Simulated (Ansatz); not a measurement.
**Bi under changes of volume**

One of the cells (33.614 Å³/atom); the others are scaled copies at fixed shape and fractional positions:

```
Bi
1.0
     3.23838    0.00000    0.00000
     0.00000    3.22164    0.00000
    -0.08045    0.00000    6.44389
Bi
2
Direct
  0.54425 0.00000 0.74958
  0.45575 0.00000 0.25042
```

This isn't the form of Bi at room conditions, which is rhombohedral.

```yaml
Program: Ansatz 0.2.0
Functional: PBE
Potentials_or_basis: all-electron LAPW, scalar-relativistic
Cutoff: 203 eV (chosen from the basis error)
Basis_error_allowed: 0.0005 eV/atom
k_mesh: 8 × 8 × 4
Occupations: fermi-dirac, width 0.05 eV
Spin: no spin polarisation
```

| volume (Å³/atom) | energy over the lowest point (meV/atom) | pressure (GPa) | largest force (eV/Å) |
| --- | --- | --- | --- |
| 31.597 | 60.32 | 6.2 | 0.034 |
| 32.270 | 37.54 | 4.7 | 0.027 |
| 32.942 | 20.72 | 3.4 | 0.021 |
| 33.614 | 9.21 | 2.2 | 0.017 |
| 34.286 | ? | ? | ? |
| 34.959 | 0.00 | 0.1 | 0.016 |
| 35.631 | 1.36 | -0.7 | 0.018 |

What does the run at 34.286 Å³/atom give?

Energy over the lowest point 2.47 meV/atom; pressure 1.1 GPa; largest force 0.015 eV/Å.

Worked out: A Birch-Murnaghan fit of order 3 (a polynomial in V^(-2/3)) to the other rows has its minimum at 35.04 Å³/atom with B0 = V·E''(V) = 47 GPa and B' = 4.6 at fixed shape and positions, which overstates the stiffness. It gives 2.47 meV/atom at 34.286 Å³/atom, against the run's 2.47, and -dE/dV = 1.1 GPa, against 1.1.

Energies are extrapolated to zero smearing.
